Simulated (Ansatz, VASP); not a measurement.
**SnSe: VASP beside Ansatz**

Contents of INCAR:

```
ALGO = Normal
EDIFF = 1E-6
ENCUT = 520
GGA = PS
ISIF = 2
ISMEAR = 0
LASPH = T
LCHARG = F
LREAL = F
LWAVE = F
NBANDS = 17
NELM = 60
PREC = Accurate
SIGMA = 0.05
```

File KPOINTS:

```
k-points
0
Gamma
  8 8 8
```

The input POSCAR:

```
SnSe
1.0
    0.0000000000      3.0100000000      2.9799000000
    3.0100000000      0.0000000000      2.9799000000
    3.0100000000      3.0100000000      0.0000000000
Sn Se
1 1
Direct
    0.0000000000      0.0000000000      0.0000000000
    0.5000000000      0.5000000000      0.5000000000
```

Input for Ansatz:

```yaml
crystal:
  lattice:
    - [0.0, 3.01, 2.9799]
    - [3.01, 0.0, 2.9799]
    - [3.01, 3.01, 0.0]
  atoms:
    - { symbol: Sn, position: [0.0, 0.0, 0.0] }
    - { symbol: Se, position: [0.5, 0.5, 0.5] }
basis:
  ecutwfc: 420
kpoints:
  mp_grid: { grid: [8, 8, 8] }
hamiltonian:
  xc: pbesol
scf:
  occupations: { method: gaussian, width: 0.05 }
output:
  forces: true
  stress: true
  eigenvalues: true
```

Change from the starting cell: strain -0.0100 x Voigt [0, 0, 1, 0, 0, 0], atoms carried along.

Alike in both runs: task single point; functional PBEsol; k mesh 8 × 8 × 8; occupations gaussian, width 0.05 eV; no spin polarisation.

|  | VASP | Ansatz |
| --- | --- | --- |
| version | VASP 6.6.1 | Ansatz 0.2.0 |
| potentials or method | VASP PAW PBE potentials, release 64 (Sn_d, Se) | scalar-relativistic, plane waves, PAW |
| plane-wave cutoff (eV) | 520 | 420 |
| valence electrons in the cell | 20 | 30 |

|  | VASP | Ansatz | Ansatz less VASP |
| --- | --- | --- | --- |
| gap on the k mesh at the Fermi level (eV) | 0.70 | 0.70 | -0.002 |
| least direct gap on the mesh (eV) | 0.70 | 0.70 | -0.002 |
| pressure (GPa) | -1.4 | -1.4 | -0.01 |
| largest component of the traceless stress (GPa) | 0.82 | 0.81 | -0.004 |

The two sets of potentials don't hold the same shells in valence.

Caveats: the PAW data sets were made with another functional, which shifts forces and pressure a little (VASP); spin-orbit coupling is left out, which moves the levels of the heavy elements. A k mesh can miss the band edges.
